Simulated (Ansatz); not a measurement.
## Zr2C: course of a relaxation

All numbers below come from Ansatz, DFT PBE, scalar-relativistic, plane waves, PAW. Settings: 420 eV cutoff, 10×10×10 k-mesh, Gaussian smearing of 0.10 eV, no spin polarisation.

What was changed in Hf2Si: Hf → Zr, Si → C on all its sites, cell and atoms relaxed.

Command:

```bash
ansatz run input.yaml --threads 1 --pin off --max-ram 2560MiB --backend cpu --events-out ev --progress --plain --runs-dir out
```

Input:

```yaml
crystal:
  lattice:
    - [-2.9708062066, 2.9708062066, 2.5884175134]
    - [2.9708062066, -2.9708062066, 2.5884175134]
    - [2.9708062066, 2.9708062066, -2.5884175134]
  atoms:
    - { symbol: Zr, position: [0.8277965556, 0.6722034444, 0.5] }
    - { symbol: Zr, position: [0.3277965556, 0.8277965556, 0.1555931111] }
    - { symbol: Zr, position: [0.1722034444, 0.3277965556, 0.5] }
    - { symbol: Zr, position: [0.6722034444, 0.1722034444, 0.8444068889] }
    - { symbol: C, position: [0.75, 0.75, 0.0] }
    - { symbol: C, position: [0.25, 0.25, 0.0] }
basis:
  ecutwfc: 420
kpoints:
  mp_grid: { grid: [10, 10, 10] }
hamiltonian:
  xc: pbe
scf:
  occupations: { method: gaussian, width: 0.1 }
output:
  forces: true
  stress: true
  eigenvalues: true
relax:
  adjacent_minimum: "off"
  f_tol: 0.01
  max_steps: 60
  cell: { stress_tol: 0.1 }
```

F is the free energy. Steps run on the plane waves of an earlier cell, but the last one, and at times one on the way, on a freshly chosen basis, so a repeated geometry can differ a little in energy.

Steps:

```csv
step,F − F(1) (eV),largest force component (eV/Å),V (Å³/atom),P (GPa)
1,0.0000,0.012,15.230,0.18
2,0.0015,0.051,15.297,-0.44
3,0.0000,0.002,15.248,0.01
4,-0.0001,0.002,15.248,0.01
```

Relaxed structure:

```cif
data_structure
_symmetry_space_group_name_H-M 'P 1'
_symmetry_Int_Tables_number 1
_cell_length_a 4.9364
_cell_length_b 4.9364
_cell_length_c 4.9364
_cell_angle_alpha 105.990
_cell_angle_beta 105.990
_cell_angle_gamma 116.684
_cell_volume 91.49
loop_
_atom_site_label
_atom_site_type_symbol
_atom_site_fract_x
_atom_site_fract_y
_atom_site_fract_z
_atom_site_occupancy
Zr1 Zr 0.82762 0.67238 0.50000 1
Zr2 Zr 0.32762 0.82762 0.15524 1
Zr3 Zr 0.17238 0.32762 0.50000 1
Zr4 Zr 0.67238 0.17238 0.84476 1
C1 C 0.75000 0.75000 0.00000 1
C2 C 0.25000 0.25000 0.00000 1
```

Symmetry: I4/mcm, No. 140, tetragonal system. The conventional cell has a = 5.942 Å, b = 5.942 Å, c = 5.182 Å, α = 90.00°, β = 90.00°, γ = 90.00°. Around Zr (site symmetry m2m) lie 4 C at 2.55 Å and 3 Zr at 2.90 Å. Around C (site symmetry 422) lie 8 Zr at 2.55 Å and 2 C at 2.59 Å.

The run converged. It took 44 s on 1 thread of Intel(R) Xeon(R) 6975P-C (Granite Rapids), with other jobs on the host, peak memory 0.57 GiB.